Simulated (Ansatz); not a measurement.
# CdTe (F-43m) in Ansatz: notebook

Aim: see how the results for CdTe move with the level of theory and the settings. Levels: RPBE+D4, PBE. Tasks: relaxation of cell and atoms, single point.

Everything below comes from runs of Ansatz 0.2.0. Logs are shortened: lines on timing, memory, paths and dates and some standing lists are left out, and cuts for length are marked.

### 1 Starting point

The structure is cubic, space group F-43m (No. 216). The conventional cell has a = 6.410 Å, b = 6.410 Å, c = 6.410 Å, α = 90.00°, β = 90.00°, γ = 90.00°. Te (site symmetry -43m) has 4 Cd at 2.78 Å as nearest neighbours. Cd (site symmetry -43m) has 4 Te at 2.78 Å as nearest neighbours.

### 2 Relaxation of cell and atoms, RPBE+D4, spin-orbit coupling, no magnetisation (volume scaled by 0.8)

The input, input.yaml:

```yaml
crystal:
  lattice:
    - [0.0, 2.9752584423, 2.9752584423]
    - [2.9752584423, 0.0, 2.9752584423]
    - [2.9752584423, 2.9752584423, 0.0]
  atoms:
    - { symbol: Te, position: [0.75, 0.75, 0.75] }
    - { symbol: Cd, position: [0.0, 0.0, 0.0] }
kpoints:
  mp_grid: { grid: [5, 5, 5] }
scf:
  occupations: { method: gaussian, width: 0.025 }
hamiltonian:
  xc: rpbe
  dispersion: d4
  pseudopotentials: { kind: all_electron, lapw: { basis_error: 0.0005 } }
magnetization:
  noncollinear: true
  spin_orbit: true
output:
  forces: true
  stress: true
relax:
  f_tol: 0.005
  max_steps: 60
  cell: {}
```

Potentials or basis: all-electron LAPW, relativistic spinors.

Launch:

```console
> ansatz run input.yaml --threads 1 --pin off --max-ram 2560MiB --backend cpu --events-out ev --progress --plain --runs-dir out
```

Standard output:

```text
Warning: RAYON_NUM_THREADS=1 ignored (pool sized by the plan → 1); use --threads N
The last accepted step is kept in <dir> (removed where the run ends without a failure and the disk answers)
LAPW: plane waves up to 9.713 Å⁻¹, error target 5.0e-4 eV per atom; Dirac's equation on spinors; Cd in spheres of 1.251 Å, 30 of its electrons in bands; Te in spheres of 1.248 Å, 24 of its electrons in bands (how accurate: hamiltonian.pseudopotentials.lapw.basis_error, Limitations)
Engine: ansatz 0.2.0, aarch64-unknown-linux-gnu
Pseudopotentials: kind: all_electron
Pseudopotential: Te, LAPW, valence charge 24, lapw/all_electron/dirac/gaussian/Te, Dirac's equation, gaussian nucleus
Pseudopotential: Cd, LAPW, valence charge 30, lapw/all_electron/dirac/gaussian/Cd, Dirac's equation, gaussian nucleus
Functional definition: RPBE
  parameter kappa = 0.804
  parameter beta = 0.06672455060314922
  exchange = rpbe_x(kappa = kappa, mu = beta*pi^2/3)
  correlation = pbe_c(beta = beta)
non-collinear run that drives no moment, with spin-orbit: no starting moment large enough to seed its density (crystal.atoms[].spin), no starting occupations that ask for one, no magnetisation constraint and no magnetic field, so the semilocal B_xc is pinned to zero
Crystal: 2 atoms, lattice volume = 52.675 Å³
Basis set: ecut = 359.43813834707936 eV, 869 PW (Γ), exchange–correlation at level 2
Bands: 66, of which v1, the nominal top of the filled ones, is band 54 counted from 1 (53 counted from 0)
Symmetry: 24 space group operations + 24 with time reversal
Magnetic group: BNS 216.75 (UNI 1577), of the structure as read, at distance tolerance 3.7e-5 Å
k-points: 10 of 125 (time reversal used)
Non-local potential: Te, projectors of the file, none
Non-local potential: Cd, projectors of the file, none
Initial density: superposition of atomic densities (chi_scale 0.1, normalization cell, long waves kept (reshape's long-wave potential 0.00 eV rms))
Initial wavefunctions: plane waves of lowest kinetic energy (no species holds an atomic orbital)
Functional: x = rpbe, c = pbe(β = 0.06672455060314922)
iter 1 solved again at ethr=1.08e-3 eV; its pass at ethr=1.00e-1 eV (dr2=5.85e-1 eV) is discarded
SCF iter   1: F=—  HF=-337239.680195 eV  |F-HF|=—  |Δ(HF+E_count)|=         —  Δρ=2.56e-2  dr2=5.87e-1  dr2_m=0.00e0 (ungated)  ethr=1.08e-3  |M|=0.00e0 ∫|m|=0.00e0 μB  β_m=0.30  ⟨swp⟩=2.6  Hψ=4042  notcnv=0
preconditioner: auto → none  [insulator: Δε(μ)=1.487 eV  Ē_g=13.709 eV  σ=0.025 eV  W_gap=1.00  n_scr=14 (ndim 8)  ℏωp=21.7 eV  f_vac=0.177  D(μ)=0.00/eV (n_scr^D=0)  ε∞_Penn≈3.5]
SCF iter   2: F=—  HF=-337239.466087 eV  |F-HF|=—  |Δ(HF+E_count)|=   2.14e-1  Δρ=1.33e-2  dr2=1.27e-1  dr2_m=0.00e0 (ungated)  ethr=1.08e-3  |M|=0.00e0 ∫|m|=0.00e0 μB  β_m=0.38  ⟨swp⟩=2.0  Hψ=1940  notcnv=0
SCF iter   3: F=—  HF=-337239.442777 eV  |F-HF|=—  |Δ(HF+E_count)|=   2.33e-2  Δρ=5.53e-3  dr2=1.50e-2  dr2_m=0.00e0 (ungated)  ethr=2.35e-4  |M|=0.00e0 ∫|m|=0.00e0 μB  β_m=0.49  ⟨swp⟩=2.1  Hψ=1942  notcnv=0
iter 4 solved again at ethr=1.06e-6 eV; its pass at ethr=2.77e-5 eV (dr2=5.72e-4 eV) is discarded
SCF iter   4: F=—  HF=-337239.444866 eV  |F-HF|=—  |Δ(HF+E_count)|=         —  Δρ=1.20e-3  dr2=5.71e-4  dr2_m=0.00e0 (ungated)  ethr=1.06e-6  |M|=0.00e0 ∫|m|=0.00e0 μB  β_m=0.59  ⟨swp⟩=2.0  Hψ=3294  notcnv=0
the basis was enlarged: its passes take 1.4 MiB over the memory plan, 1 of 1 planned eigensolver slots
SCF iter   5: F=—  HF=-337239.445499 eV  |F-HF|=—  |Δ(HF+E_count)|=   6.33e-4  Δρ=1.95e-4  dr2=1.56e-5  dr2_m=0.00e0 (ungated)  ethr=1.06e-6  |M|=0.00e0 ∫|m|=0.00e0 μB  β_m=0.59  ⟨swp⟩=3.0  Hψ=1987  notcnv=0
SCF iter   6: F=—  HF=-337239.445538 eV  |F-HF|=—  |Δ(HF+E_count)|=   3.86e-5  Δρ=6.56e-5  dr2=2.19e-6  dr2_m=0.00e0 (ungated)  ethr=2.89e-8  |M|=0.00e0 ∫|m|=0.00e0 μB  β_m=0.74  ⟨swp⟩=3.0  Hψ=1934  notcnv=0
SCF iter   7: F=-337239.445547 eV  HF=-337239.445547 eV  |F-HF|=1.79e-7  |Δ(HF+E_count)|=   9.30e-6  Δρ=8.46e-6  dr2=4.28e-8  dr2_m=0.00e0 (ungated)  ethr=4.05e-9  |M|=0.00e0 ∫|m|=0.00e0 μB  ⟨swp⟩=3.0  Hψ=1989  notcnv=0
SCF 1 converged in 7 iterations: F = -337239.445547 eV  dr2 = 4.28e-8
relax step   1: F+E_penalty+E_count = -337239.44554707 eV  Δ(F+E_penalty+E_count) = +0.000e0 eV  max|allowed force component| = 5.551e-17 eV/Å  Δτ_max = 0.0000 Å  P = +20.309 GPa  Ω = 52.675 Å³  (7 SCF iters, accepted)
Crystal: 2 atoms, lattice volume = 60.760 Å³
Basis set: ecut = 326.79861595566945 eV, 869 PW (Γ), exchange–correlation at level 2
Initial density: handed on by an earlier stage of this run
Initial wavefunctions: those handed on with the density
iter 1 solved again at ethr=2.20e-6 eV; its pass at ethr=1.00e-1 eV (dr2=1.19e-3 eV) is discarded
SCF iter   1: F=—  HF=-337240.090064 eV  |F-HF|=—  |Δ(HF+E_count)|=         —  Δρ=1.11e-3  dr2=1.16e-3  dr2_m=0.00e0 (ungated)  ethr=2.20e-6  |M|=0.00e0 ∫|m|=0.00e0 μB  β_m=0.30  ⟨swp⟩=4.3  Hψ=3612  notcnv=0
preconditioner: auto → none  [insulator: Δε(μ)=1.028 eV  Ē_g=13.424 eV  σ=0.025 eV  W_gap=1.00  n_scr=14 (ndim 8)  ℏωp=20.2 eV  f_vac=0.260  D(μ)=0.00/eV (n_scr^D=0)  ε∞_Penn≈3.3]
SCF iter   2: F=—  HF=-337240.090308 eV  |F-HF|=—  |Δ(HF+E_count)|=   2.45e-4  Δρ=7.41e-4  dr2=5.15e-4  dr2_m=0.00e0 (ungated)  ethr=2.14e-6  |M|=0.00e0 ∫|m|=0.00e0 μB  β_m=0.49  ⟨swp⟩=2.6  Hψ=1869  notcnv=0
iter 3 solved again at ethr=8.86e-8 eV; its pass at ethr=9.54e-7 eV (dr2=4.78e-5 eV) is discarded
SCF iter   3: F=—  HF=-337240.090944 eV  |F-HF|=—  |Δ(HF+E_count)|=   6.36e-4  Δρ=2.41e-4  dr2=4.78e-5  dr2_m=0.00e0 (ungated)  ethr=8.86e-8  |M|=0.00e0 ∫|m|=0.00e0 μB  β_m=0.57  ⟨swp⟩=2.0  Hψ=3345  notcnv=0
SCF iter   4: F=—  HF=-337240.091067 eV  |F-HF|=—  |Δ(HF+E_count)|=   1.23e-4  Δρ=7.17e-5  dr2=5.73e-6  dr2_m=0.00e0 (ungated)  ethr=8.86e-8  |M|=0.00e0 ∫|m|=0.00e0 μB  β_m=0.56  ⟨swp⟩=3.0  Hψ=1951  notcnv=0
SCF iter   5: F=—  HF=-337240.091079 eV  |F-HF|=—  |Δ(HF+E_count)|=   1.28e-5  Δρ=1.83e-5  dr2=3.85e-7  dr2_m=0.00e0 (ungated)  ethr=1.06e-8  |M|=0.00e0 ∫|m|=0.00e0 μB  β_m=0.58  ⟨swp⟩=3.0  Hψ=1968  notcnv=0
SCF iter   6: F=-337240.091081 eV  HF=-337240.091081 eV  |F-HF|=1.72e-7  |Δ(HF+E_count)|=   1.27e-6  Δρ=5.84e-6  dr2=2.43e-8  dr2_m=0.00e0 (ungated)  ethr=7.13e-10  |M|=0.00e0 ∫|m|=0.00e0 μB  ⟨swp⟩=3.0  Hψ=1963  notcnv=0
SCF 2 converged in 6 iterations: F = -337240.091081 eV  dr2 = 2.43e-8
relax step   2: F+E_penalty+E_count = -337240.09108085 eV  Δ(F+E_penalty+E_count) = -6.455e-1 eV  max|allowed force component| = 5.725e-17 eV/Å  Δτ_max = 0.0000 Å  P = +6.885 GPa  Ω = 60.760 Å³  (6 SCF iters, accepted)
Crystal: 2 atoms, lattice volume = 65.939 Å³
Basis set: ecut = 309.4557262468925 eV, 869 PW (Γ), exchange–correlation at level 2
iter 1 solved again at ethr=1.50e-6 eV; its pass at ethr=1.00e-1 eV (dr2=8.11e-4 eV) is discarded
SCF iter   1: F=—  HF=-337240.231218 eV  |F-HF|=—  |Δ(HF+E_count)|=         —  Δρ=7.38e-4  dr2=8.32e-4  dr2_m=0.00e0 (ungated)  ethr=1.50e-6  |M|=0.00e0 ∫|m|=0.00e0 μB  β_m=0.30  ⟨swp⟩=4.0  Hψ=3545  notcnv=0
preconditioner: auto → none  [insulator: Δε(μ)=0.772 eV  Ē_g=13.002 eV  σ=0.025 eV  W_gap=1.00  n_scr=14 (ndim 8)  ℏωp=19.4 eV  f_vac=0.281  D(μ)=0.00/eV (n_scr^D=0)  ε∞_Penn≈3.2]
SCF iter   2: F=—  HF=-337240.231184 eV  |F-HF|=—  |Δ(HF+E_count)|=   3.37e-5  Δρ=4.26e-4  dr2=2.54e-4  dr2_m=0.00e0 (ungated)  ethr=1.50e-6  |M|=0.00e0 ∫|m|=0.00e0 μB  β_m=0.47  ⟨swp⟩=2.0  Hψ=1840  notcnv=0
iter 3 solved again at ethr=3.88e-8 eV; its pass at ethr=4.70e-7 eV (dr2=2.10e-5 eV) is discarded
SCF iter   3: F=—  HF=-337240.231320 eV  |F-HF|=—  |Δ(HF+E_count)|=   1.36e-4  Δρ=1.34e-4  dr2=2.10e-5  dr2_m=0.00e0 (ungated)  ethr=3.88e-8  |M|=0.00e0 ∫|m|=0.00e0 μB  β_m=0.59  ⟨swp⟩=2.0  Hψ=3283  notcnv=0
SCF iter   4: F=—  HF=-337240.231360 eV  |F-HF|=—  |Δ(HF+E_count)|=   4.07e-5  Δρ=3.63e-5  dr2=1.39e-6  dr2_m=0.00e0 (ungated)  ethr=3.88e-8  |M|=0.00e0 ∫|m|=0.00e0 μB  β_m=0.56  ⟨swp⟩=3.0  Hψ=1942  notcnv=0
SCF iter   5: F=—  HF=-337240.231363 eV  |F-HF|=—  |Δ(HF+E_count)|=   2.51e-6  Δρ=9.18e-6  dr2=9.36e-8  dr2_m=0.00e0 (ungated)  ethr=2.58e-9  |M|=0.00e0 ∫|m|=0.00e0 μB  β_m=0.56  ⟨swp⟩=3.0  Hψ=1939  notcnv=0
SCF iter   6: F=-337240.231363 eV  HF=-337240.231363 eV  |F-HF|=8.56e-8  |Δ(HF+E_count)|=   4.37e-7  Δρ=3.83e-6  dr2=1.18e-8  dr2_m=0.00e0 (ungated)  ethr=1.73e-10  |M|=0.00e0 ∫|m|=0.00e0 μB  ⟨swp⟩=3.0  Hψ=1996  notcnv=0
[... 12 lines left out ...]
SCF 4 converged in 5 iterations: F = -337240.252012 eV  dr2 = 2.96e-8
relax step   4: F+E_penalty+E_count = -337240.25201246 eV  Δ(F+E_penalty+E_count) = -2.065e-2 eV  max|allowed force component| = 6.418e-17 eV/Å  Δτ_max = 0.0000 Å  P = +0.423 GPa  Ω = 68.582 Å³  (5 SCF iters, accepted)
Crystal: 2 atoms, lattice volume = 69.326 Å³
Basis set: ecut = 299.2919823833695 eV, 869 PW (Γ), exchange–correlation at level 2
iter 1 solved again at ethr=3.06e-8 eV; its pass at ethr=1.00e-1 eV (dr2=1.65e-5 eV) is discarded
SCF iter   1: F=—  HF=-337240.252994 eV  |F-HF|=—  |Δ(HF+E_count)|=         —  Δρ=1.12e-4  dr2=2.21e-5  dr2_m=0.00e0 (ungated)  ethr=3.06e-8  |M|=0.00e0 ∫|m|=0.00e0 μB  β_m=0.30  ⟨swp⟩=4.7  Hψ=3544  notcnv=0
preconditioner: auto → none  [insulator: Δε(μ)=0.605 eV  Ē_g=12.772 eV  σ=0.025 eV  W_gap=1.00  n_scr=14 (ndim 8)  ℏωp=18.9 eV  f_vac=0.292  D(μ)=0.00/eV (n_scr^D=0)  ε∞_Penn≈3.2]
SCF iter   2: F=—  HF=-337240.252991 eV  |F-HF|=—  |Δ(HF+E_count)|=   2.59e-6  Δρ=5.85e-5  dr2=5.61e-6  dr2_m=0.00e0 (ungated)  ethr=3.06e-8  |M|=0.00e0 ∫|m|=0.00e0 μB  β_m=0.44  ⟨swp⟩=2.0  Hψ=1864  notcnv=0
SCF iter   3: F=—  HF=-337240.252993 eV  |F-HF|=—  |Δ(HF+E_count)|=   1.92e-6  Δρ=2.08e-5  dr2=5.88e-7  dr2_m=0.00e0 (ungated)  ethr=1.04e-8  |M|=0.00e0 ∫|m|=0.00e0 μB  β_m=0.53  ⟨swp⟩=3.0  Hψ=1909  notcnv=0
iter 4 solved again at ethr=8.44e-11 eV; its pass at ethr=1.09e-9 eV (dr2=4.56e-8 eV) is discarded
SCF iter   4: F=-337240.252994 eV  HF=-337240.252994 eV  |F-HF|=8.61e-8  |Δ(HF+E_count)|=   8.68e-7  Δρ=6.51e-6  dr2=4.56e-8  dr2_m=0.00e0 (ungated)  ethr=8.44e-11  |M|=0.00e0 ∫|m|=0.00e0 μB  ⟨swp⟩=2.0  Hψ=3284  notcnv=0
SCF 5 converged in 4 iterations: F = -337240.252994 eV  dr2 = 4.56e-8
relax step   5: F+E_penalty+E_count = -337240.25299434 eV  Δ(F+E_penalty+E_count) = -9.819e-4 eV  max|allowed force component| = 5.146e-17 eV/Å  Δτ_max = 0.0000 Å  P = +0.004 GPa  Ω = 69.326 Å³  (4 SCF iters, accepted)
iter 1 solved again at ethr=8.44e-11 eV; its pass at ethr=1.00e-1 eV (dr2=4.56e-8 eV) is discarded
SCF iter   1: F=—  HF=-337240.252996 eV  |F-HF|=—  |Δ(HF+E_count)|=         —  Δρ=6.52e-6  dr2=4.55e-8  dr2_m=0.00e0 (ungated)  ethr=8.44e-11  |M|=0.00e0 ∫|m|=0.00e0 μB  β_m=0.30  ⟨swp⟩=5.7  Hψ=3334  notcnv=0
preconditioner: auto → none  [insulator: Δε(μ)=0.602 eV  Ē_g=12.773 eV  σ=0.025 eV  W_gap=1.00  n_scr=14 (ndim 8)  ℏωp=18.9 eV  f_vac=0.292  D(μ)=0.00/eV (n_scr^D=0)  ε∞_Penn≈3.2]
SCF iter   2: F=-337240.252996 eV  HF=-337240.252996 eV  |F-HF|=7.04e-8  |Δ(HF+E_count)|=   5.58e-8  Δρ=4.62e-6  dr2=2.35e-8  dr2_m=0.00e0 (ungated)  ethr=8.43e-11  |M|=0.00e0 ∫|m|=0.00e0 μB  ⟨swp⟩=3.0  Hψ=1908  notcnv=0
SCF 6 converged in 2 iterations: F = -337240.252996 eV  dr2 = 2.35e-8
relax step   6: F+E_penalty+E_count = -337240.25299610 eV  Δ(F+E_penalty+E_count) = -1.760e-6 eV  max|allowed force component| = 5.493e-17 eV/Å  Δτ_max = 0.0000 Å  P = +0.004 GPa  Ω = 69.326 Å³  stress off target by 3.66e-3 GPa  SCF on the basis re-selected at this cell (its energy is not comparable with the rows above)  (2 SCF iters)
basis re-selected at this cell: Δ(F+E_penalty+E_count) = -1.760e-6 eV, ΔP = -0.000 GPa vs the last step (what re-selecting the basis moved, after the strain that the cell walked since its last selection, with what the two solves' SCF thresholds leave and, on support functions, any second-order correction that the steps lacked; it is no measure of the basis error at this ecutwfc). This SCF's stress stands 3.66e-3 GPa from its target on what of the cell is left free (relax.cell.stress_tol is 5.00e-2 GPa) and its largest allowed force component is 5.49e-17 eV/Å (relax.f_tol is 5.00e-3 eV/Å): within both
SCF converged after 2 iterations
Magnetization: |M| = 0.0000 μB,  M = (+0.0000, +0.0000, +0.0000) μB
Absolute magnetization: 0.0000 μB (∫|m|)
  site 0: m = (+0.0000, +0.0000, +0.0000) μB, |m| = 0.0000 μB  (R = 1.37 Å)
  site 1: m = (+0.0000, +0.0000, +0.0000) μB, |m| = 0.0000 μB  (R = 1.37 Å)
Free energy (F): -337240.252996 eV
Harris-Foulkes:  -337240.252996 eV  (|F-HF|=7.04e-8)
Internal energy: -337240.252996 eV  (E = F + TS)
E sigma→0 (E₀):  -337240.252996 eV
Fermi energy:    9.233516 eV
--- Per-component energies (eV) ---
  E_band       = -5453.406803
  E_kinetic    = 355272.874398
  E_xc         = -9023.906522
  E_electrostatic = -683487.992043  (all electrons and nuclei)
  E_disp       = -1.228829  (pairwise vdW)
  E_smearing   = -0.000000  (= −TS)
  E_closure    = 0.000000  (closes the sum)
  E_atoms      = -337234.869411  (free atoms, spherical and without spin; not in F)
  Σ components = -337240.252996   (vs F -337240.252996, Δ=0.00e0)
  Basis errors (estimates in eV, not in F): energy 1.8e-4 per atom: plane waves 1.5e-4 (9.2e-5 summed), levels above the bands 0.0e0, relativity 1.7e-7, radial functions 2.4e-5, core shells 9.9e-9; eigenvalues (radial functions only) 2.0e-7; not estimated: angular momenta, meshes, grids; target (lapw.basis_error) 5.0e-4; muffin-tin radii Cd 1.371 Å, Te 1.368 Å
--- Forces (eV/Å), atoms counted from 1 ---
  atom   1  Te    -0.00000000     0.00000000     0.00000000
  atom   2  Cd     0.00000000    -0.00000000    -0.00000000
  max |Σ_I F_I| component: 1.97e-17 eV/Å
--- Stress (GPa, compression-positive) ---
        0.003656      -0.000000      -0.000000
       -0.000000       0.003656      -0.000000
       -0.000000      -0.000000       0.003656
  P = ⅓ Tr σ = 0.0037 GPa (0.037 kbar)
--- Relaxed structure (5 steps of the walk, 5 accepted, 1 SCFs on fresh bases) ---
  F+E_penalty+E_count = -337240.25299610 eV   max|allowed force component| = 5.493e-17 eV/Å   (the final SCF, on the basis selected at the relaxed cell)
  cell:  # Å, volume = 69.3262 Å³
    - [3.604337293360524e-33, 3.2605377507719036, 3.2605377507719036]
    - [3.2605377507719036, -4.4110006361593456e-33, 3.2605377507719036]
    - [3.2605377507719036, 3.2605377507719036, -1.0353166616297527e-33]
  atoms:
    - { symbol: Te, position: [0.7500000000000002, 0.7500000000000002, 0.7500000000000002] }
    - { symbol: Cd, position: [-1.402516216242789e-34, 1.0896472141578594e-33, -2.2656031185460445e-34] }
```

Run time: 4 min. Hardware: 1 thread of Arm Neoverse V2, shared host; peak memory 0.52 GiB.

Results:

* Free energy: -337240.2530 eV
* Relaxed volume: 34.66 Å³/atom
* Relaxed cell: a = 4.611 Å, b = 4.611 Å, c = 4.611 Å, α = 60.00°, β = 60.00°, γ = 60.00°
* Space group after relaxing (to 0.05 Å): F-43m (No. 216)
* Energy gained by relaxing: 403.7 meV/atom
* Ionic steps: 6
* Pressure after relaxing: 0.0 GPa
* Band gap on the k mesh: 0.60 eV

Step by step:
| step | energy change (eV) | largest force (eV/Å) | volume (Å³) |
| --- | --- | --- | --- |
| 1 | 0.0000 | 0.0000 | 52.67 |
| 2 | -0.6455 | 0.0000 | 60.76 |
| 3 | -0.7858 | 0.0000 | 65.94 |
| 4 | -0.8065 | 0.0000 | 68.58 |
| 5 | -0.8074 | 0.0000 | 69.33 |
| 6 | -0.8074 | 0.0000 | 69.33 |

Final structure:
```
Te Cd
1.0
     0.00000    3.26054    3.26054
     3.26054    0.00000    3.26054
     3.26054    3.26054    0.00000
Te Cd
1 1
Direct
  0.75000 0.75000 0.75000
  0.00000 0.00000 0.00000
```

Caveat: an odd mesh through Γ misses points on the zone boundary, where band edges often lie.

(Part 1 of 2 ends here.)
